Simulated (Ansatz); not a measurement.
System: CaO (rock salt type), 2 atoms in the cell.

```yaml
crystal:
  lattice:
    - [0.00000, 2.41500, 2.41500]
    - [2.41500, 0.00000, 2.41500]
    - [2.41500, 2.41500, 0.00000]
  atoms:
    - { symbol: Ca, position: [0.00000, 0.00000, 0.00000] }
    - { symbol: O, position: [0.50000, 0.50000, 0.50000] }
```
Lattice in Å, positions in fractions of it.

Code and potentials: Ansatz all-electron PAW datasets made for this crystal. Settings: k-mesh 6×6×6 Γ-centred; Fermi–Dirac smearing of 0.02 eV; no spin polarisation. For HSE06: exchange singularity: regularized.

One run gave:

```json
{
 "Pressure": "-2.43 GPa",
 "Gap on the mesh": "4.20 eV"
}
```

Q: Which level of theory was it?
A. HSE06
B. PBE
C. r²SCAN

A: C. All runs:

| level | pressure (GPa) | gap (eV) |
| --- | --- | --- |
| PBE (300 eV) | 0.05 | 3.65 |
| HSE06 (340 eV) | -2.18 | 5.31 |
| r²SCAN (300 eV) | -2.43 | 4.20 |

The stress includes the program's correction for the finite plane-wave basis.

A gap read on the mesh is an upper bound of this method's gap, since the mesh can miss a band edge. Semilocal functionals give gaps that mostly lie well below measured ones.
